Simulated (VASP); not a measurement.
Here is a VASP 6.6.1 calculation.

Contents of INCAR:

```
SYSTEM = SiW3
  PREC = Accurate
  ENCUT = 520
  EDIFF = 1E-7
  ISMEAR = -1
  SIGMA = 0.1
  LREAL = .FALSE.
  LASPH = .TRUE.
  NELM = 60
  ALGO = Normal
  ISIF = 2
  LWAVE = .FALSE.
  LCHARG = .FALSE.
  GGA = PE
  NBANDS = 31
```

File KPOINTS:

```
Automatic mesh
0
G
  6 6 6
  0 0 0
```

File POSCAR:

```
SiW3
1.0
   -2.6061750000      2.6061750000      2.6061750000
    2.6061750000     -2.6061750000      2.6061750000
    2.6061750000      2.6061750000     -2.6061750000
Si W
1 3
Direct
    0.0000000000      0.0000000000      0.0000000000
    0.5000000000      0.5000000000      0.0000000000
    0.5000000000      0.0000000000      0.5000000000
    0.0000000000      0.5000000000      0.5000000000
```

Potentials or basis: VASP PAW PBE potentials, release 64 (Si, W_sv).

The run is started by

```sh
$ cat potpaw_PBE.64/Si/POTCAR potpaw_PBE.64/W_sv/POTCAR > POTCAR
$ mpirun -np 1 vasp_std > vasp.out
```

(1) Estimate the band gap on the k mesh.

(2) What does it give for the pressure?

Results:

(1) none (metal or under the smearing width).

(2) 0.8 GPa.
